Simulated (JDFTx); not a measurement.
BeS:

```
CELL_PARAMETERS angstrom
0.00000 2.42500 2.42500
2.42500 0.00000 2.42500
2.42500 2.42500 0.00000
ATOMIC_POSITIONS crystal
S 0.75000 0.75000 0.75000
Be 0.00000 0.00000 0.00000
```

Program: JDFTx 1.7.0 (patched build). Alike in all runs: task single point; potentials or basis SG15-PBE-1.2 with smoothed tails; no spin polarisation; cell as given; k mesh 9 × 9 × 9; cutoff (eV) 1088; smearing fermi-dirac 0.05 eV.

Order these runs on this cell by their pressure, lowest first.
A. level LDA
B. level r2SCAN
C. level PBEsol

A (-3.4 GPa), C (-0.8 GPa), B (1.1 GPa).

Caveats: the potentials were made for another functional, which shifts forces and pressure.
